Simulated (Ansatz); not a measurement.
A run of Ansatz 0.2.0:

Contents of input.yaml:

```yaml
crystal:
  lattice:
    - [3.6496888665, 0.0, 0.0]
    - [-1.8248444332, 3.1607232743, 0.0]
    - [0.0, 0.0, 11.72085632]
  atoms:
    - { symbol: Sm, position: [0.6666666667, 0.3333333333, 0.75], spin: 5.0 }
    - { symbol: Sm, position: [0.3333333333, 0.6666666667, 0.25], spin: 5.0 }
    - { symbol: Sm, position: [0.0, 0.0, 0.5], spin: 5.0 }
    - { symbol: Sm, position: [0.0, 0.0, 0.0], spin: 5.0 }
hamiltonian:
  xc: pbesol
  pseudopotentials: { kind: paw }
magnetization:
  spin_polarized: true
kpoints:
  mp_grid: { grid: [8, 8, 3] }
scf:
  occupations: { method: fermi_dirac, width: 0.05 }
output:
  forces: true
  stress: true
  eigenvalues: true
relax:
  f_tol: 0.01
  max_steps: 40
  cell: { stress_tol: 0.05, p_target: 10.0 }
```

Potentials or basis: Ansatz PAW.

Command:

```sh
$ ansatz run input.yaml --threads 2 --pin off --max-ram 5632MiB --backend cpu --events-out ev --progress --plain --runs-dir out
```

Hardware: 2 threads of Intel(R) Xeon(R) Platinum 8375C CPU @ 2.90GHz (Ice Lake) (shared host).

Q: How long does it take, and how much memory?

A: Wall time 2.1 min on 2 threads of Intel(R) Xeon(R) Platinum 8375C CPU @ 2.90GHz (Ice Lake), on a shared host, peak memory 0.65 GiB. Counts: scf iterations 99, plane waves 1955, k points 20, bands 59, ion steps 8.
